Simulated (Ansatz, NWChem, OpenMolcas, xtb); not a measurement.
## A small benchmark: dipole moment

10 molecules with halogens; the dipole moment in D, computed less measured. Shapes, held fixed at every level: PBE0-D4/def2-TZVP. No vibrational averaging. Dipoles are compared by magnitude; molecules under 1 D, whose direction can flip, are left out. Programs: Ansatz 0.2.0, NWChem 7.3.0, OpenMolcas 26.06, xtb 6.7.1. A level may come from different programs for different species; with the same settings they agree closely. Measured values: NIST CCCBDB.

Levels: A = GFN1-xTB; B = PBE-D4/def2-TZVPP; C = r2SCAN-D4/def2-TZVPP; D = B3LYP/6-31G* (Cartesian functions).

```json
{"molecule": "NOF (nitrosyl fluoride)", "measured": "1.81", "A": "-0.49", "B": "-0.55", "C": "-0.48", "D": "-0.70"}
{"molecule": "CH2ClF (chlorofluoromethane)", "measured": "1.82", "A": "+0.34", "B": "-0.14", "C": "-0.05", "D": "+0.03"}
{"molecule": "CH3Br (bromomethane)", "measured": "1.81", "A": "-0.01", "B": "+0.02", "C": "+0.14", "D": "+0.20"}
{"molecule": "CHF3 (trifluoromethane)", "measured": "1.65", "A": "+0.43", "B": "-0.22", "C": "-0.15", "D": "-0.26"}
{"molecule": "SiH2Cl2 (dichlorosilane (DCS))", "measured": "1.13", "A": "+0.17", "B": "-0.09", "C": "-0.02", "D": "+0.43"}
{"molecule": "SCl2O2 (sulfuryl chloride)", "measured": "1.81", "A": "+1.19", "B": "-0.18", "C": "-0.13", "D": "-0.33"}
{"molecule": "C2F3N (cyanotrifluoromethane)", "measured": "1.33", "A": "-0.76", "B": "+0.15", "C": "+0.16", "D": "+0.15"}
{"molecule": "C2H3Br (vinyl bromide)", "measured": "1.42", "A": "+0.02", "B": "-0.09", "C": "+0.03", "D": "+0.12"}
{"molecule": "C2H3F (SMILES C=CF)", "measured": "1.43", "A": "+0.30", "B": "-0.23", "C": "-0.17", "D": "-0.23"}
{"molecule": "C2H5Br (bromoethane)", "measured": "2.03", "A": "-0.06", "B": "+0.04", "C": "+0.18", "D": "+0.21"}
```

**Question.** Which level does best on this set, which worst, and which err to one side?

**Answer.** 
```csv
level,kind,mean error,mean absolute error,worst case
GFN1-xTB,semi-empirical,+0.113,0.377,SCl2O2
PBE-D4/def2-TZVPP,GGA,-0.129,0.171,NOF
r2SCAN-D4/def2-TZVPP,meta-GGA,-0.049,0.151,NOF
B3LYP/6-31G* (Cartesian functions),global hybrid,-0.038,0.266,NOF
```

On this set r2SCAN-D4/def2-TZVPP has the smallest mean absolute error and GFN1-xTB the largest. PBE-D4/def2-TZVPP is too low in 7 of 10. All levels miss NOF on one side, which points to its shape or to the tabulated value. The tabulated values of NOF, C2F3N are in doubt (older tables, estimates, or at odds with other calculations) and kept here. Over the 8 molecules whose values aren't doubted the mean absolute errors are A 0.315; B 0.126; C 0.109; D 0.226. The smallest two are near a tie. Relativity is left out for Br. The set is small.
